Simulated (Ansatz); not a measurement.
# MnO (Fm-3m): seeking the equilibrium cell

Where does the pressure of MnO (Fm-3m) vanish?

Computed with Ansatz 0.2.0 (DFT PBE+U (U_eff = 3.9 eV on Mn 3d), scalar-relativistic, plane waves, PAW, unless a step's input says otherwise).

1 further run of the same task is left out (it didn't finish).

## 1. The starting structure

It takes space group Fm-3m (No. 225, cubic). The conventional cell has a = 4.446 Å, b = 4.446 Å, c = 4.446 Å, α = 90.00°, β = 90.00°, γ = 90.00°. Mn (site symmetry m-3m) is surrounded by 6 O at 2.22 Å. Around O (site symmetry m-3m) lie 6 Mn at 2.22 Å.

Coordinates:

```cif
data_structure
_symmetry_space_group_name_H-M 'Fm-3m'
_symmetry_Int_Tables_number 225
_cell_length_a 4.4460
_cell_length_b 4.4460
_cell_length_c 4.4460
_cell_angle_alpha 90.000
_cell_angle_beta 90.000
_cell_angle_gamma 90.000
_cell_volume 87.88
loop_
_atom_site_label
_atom_site_type_symbol
_atom_site_symmetry_multiplicity
_atom_site_Wyckoff_symbol
_atom_site_fract_x
_atom_site_fract_y
_atom_site_fract_z
_atom_site_occupancy
Mn1 Mn 4 a 0.00000 0.00000 0.00000 1
O1 O 4 b 0.50000 0.00000 0.00000 1
```

Starting moments: Mn 5.00 μB.

## 2. First run, at the start cell

input.yaml reads:

```yaml
crystal:
  lattice:
    - [0.0, 2.223, 2.223]
    - [2.223, 0.0, 2.223]
    - [2.223, 2.223, 0.0]
  atoms:
    - { symbol: Mn, position: [0.0, 0.0, 0.0], spin: 5.0 }
    - { symbol: O, position: [0.5, 0.5, 0.5] }
basis:
  ecutwfc: 420
  ecutrho_ratio: 4
kpoints:
  mp_grid: { grid: [5, 5, 5] }
hamiltonian:
  xc: pbe
  hubbard: { sites: [{ species: Mn, l: d, u_eff: 3.9 }] }
scf:
  occupations: { method: gaussian, width: 0.05 }
output:
  forces: true
  stress: true
  eigenvalues: true
  populations: true
  hubbard: { sites: [{ species: Mn, l: d }] }
magnetization:
  spin_polarized: true
```

Launch:

```
$ ansatz run input.yaml --threads 2 --pin off --max-ram 5120MiB --backend cpu --events-out ev --progress --plain --runs-dir out
```

After this run come: The same volume, run 2; A new volume, run 3; Volume adjusted, run 4.

Before running it: what results should come out? Wanted: volume; pressure; conventional cell; gap on the mesh; moments in the spheres.

The runs gave:

| quantity | value |
| --- | --- |
| volume | 11.642 Å³/atom |
| pressure | 0.00 GPa |
| conventional cell | a = 4.533 Å, b = 4.533 Å, c = 4.533 Å, α = 90.00°, β = 90.00°, γ = 90.00° |
| gap on the mesh | 0.02 eV |
| moments in the spheres | Mn 4.32; O 0.16 μB |

The volume went from 10.99 to 11.64 Å³/atom (+6.0 %), where 0.00 GPa is left. Only the order of the starting moments is followed; others weren't tried in this session. With a Hubbard U or exact exchange the result depends on the state in which the open shell ends, and a lower one can't be excluded.
